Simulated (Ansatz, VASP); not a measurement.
# TiSe2 in VASP and in Ansatz

Contents of INCAR:

```
SYSTEM = TiSe2
  ALGO = Fast
  EDIFF = 1E-6
  ENCUT = 520
  GGA = PE
  ISIF = 2
  ISMEAR = 0
  IVDW = 12
  LASPH = .True.
  LCHARG = .False.
  LREAL = .False.
  LWAVE = .False.
  NBANDS = 19
  NELM = 100
  PREC = Accurate
  SIGMA = 0.1
```

File KPOINTS:

```
k-points
0
Gamma
  15 15 8
  0 0 0
```

POSCAR

```
TiSe2
1.0
    3.4807141369      0.0000000000      0.0000000000
   -1.7403570685      3.0143868659      0.0000000000
    0.0000000000      0.0000000000      5.8731574598
Ti Se
1 2
Direct
    0.0000000000      0.0000000000      0.0000000000
    0.3333333333      0.6666666667      0.2646669996
    0.6666666667      0.3333333333      0.7353330004
```

Input for Ansatz:

```yaml
crystal:
  lattice:
    - [3.4807141366, 0.0, 0.0]
    - [-1.7403570683, 3.0143868656, 0.0]
    - [0.0, 0.0, 5.8731574533]
  atoms:
    - { symbol: Ti, position: [0.0, 0.0, 0.0] }
    - { symbol: Se, position: [0.3333333333, 0.6666666667, 0.264667] }
    - { symbol: Se, position: [0.6666666667, 0.3333333333, 0.735333] }
basis:
  ecutwfc: 420
kpoints:
  mp_grid: { grid: [15, 15, 8] }
  band_path:
    path:
      - [[0.0, 0.0, 0.0], [0.5, 0.0, 0.0], [0.33333333, 0.33333333, 0.0], [0.0, 0.0, 0.0], [0.0, 0.0, 0.5], [0.5, 0.0, 0.5], [0.33333333, 0.33333333, 0.5], [0.0, 0.0, 0.5]]
      - [[0.5, 0.0, 0.5], [0.5, 0.0, 0.0]]
      - [[0.33333333, 0.33333333, 0.5], [0.33333333, 0.33333333, 0.0]]
    npoints: 14
hamiltonian:
  xc: pbe
  dispersion: d3bj
scf:
  occupations: { method: gaussian, width: 0.1 }
  n_extra_bands: 7
output:
  forces: true
  stress: true
  eigenvalues: true
  populations: true
  dos: { projected: true, de: 0.02, nscf_kmesh: { grid: [23, 23, 12] } }
  bader: true
  write_density: true
  write_potential: true
  elf: true
  volumetric_format: npy
```

Alike in both runs: task single point; functional PBE; dispersion D3(BJ); k mesh 15 × 15 × 8; occupations gaussian, width 0.1 eV; no spin polarisation.

|  | VASP | Ansatz |
| --- | --- | --- |
| version | VASP 6.6.1 | Ansatz 0.2.0 |
| potentials or method | VASP PAW PBE potentials, release 64 (Ti_sv, Se) | scalar-relativistic, plane waves, PAW |
| plane-wave cutoff (eV) | 520 | 420 |
| valence electrons in the cell | 24 | 44 |

|  | VASP | Ansatz | Ansatz less VASP |
| --- | --- | --- | --- |
| gap on the k mesh at the Fermi level (eV) | none | none | - |
| pressure (GPa) | 0.1 | 0.0 | -0.10 |
| rms of the force components (eV/Å) | 0.007 | 0.002 | -0.0052 |
| dispersion energy (meV/atom) | -450.1 | -450.2 | -0.11 |

Atom by atom the forces differ by 0.009 eV/Å (rms over components). A gap of «none» marks a metal or a gap that the smearing closes. The two sets of potentials don't hold the same shells in valence.

Caveats: pairwise dispersion overbinds metals, which lowers pressure and volume.
